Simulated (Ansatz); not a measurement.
# Rh: equation of state with RPBE

**The experiment to reproduce.**

“Thermal equation of state of rhodium characterized by XRD in a resistively heated diamond anvil cell”, 2024, pmc:11535440 quotes, for a bulk crystal of Rh: bulk modulus 264 ± 1 GPa.

Crystal: Rh.

```
CELL_PARAMETERS angstrom
0.00000 1.89785 1.89785
1.89785 0.00000 1.89785
1.89785 1.89785 0.00000
ATOMIC_POSITIONS crystal
Rh 0.00000 0.00000 0.00000
```

```yaml
Program: Ansatz 0.2.0
Task: equation of state
Functional: RPBE
Potentials_or_basis: Ansatz PAW
Cutoff: 420 eV
Density_cutoff: 1680 eV
k_mesh: 12 × 12 × 12
Occupations: fermi-dirac, width 0.1 eV
Spin: spin-orbit coupling, no magnetisation
```

The equilibrium volume is 14.33 Å³/atom. The bulk modulus is 235 GPa and the pressure derivative of the bulk modulus is 5.2.

Energy against volume, from the lowest point:
```tsv
volume (Å³/atom)	energy (meV/atom)
12.851	140.44
13.125	89.21
13.398	50.89
13.671	24.12
13.945	7.52
14.218	0.00
14.492	0.53
```

All runs of the series together: 24 s on 1 thread of Arm Neoverse V2 (shared host).

Against the measured bulk modulus of Rh, 264 GPa (quoted in “Thermal equation of state of rhodium characterized by XRD in a resistively heated diamond anvil cell”, 2024, pmc:11535440), the calculated 235 GPa is off by -11.0 %. The fit is for a static lattice scaled at fixed shape and fixed fractional positions.

Caveat: the potentials were made for another functional, which shifts forces and pressure. RPBE and its kin give volumes clearly too large for solids.
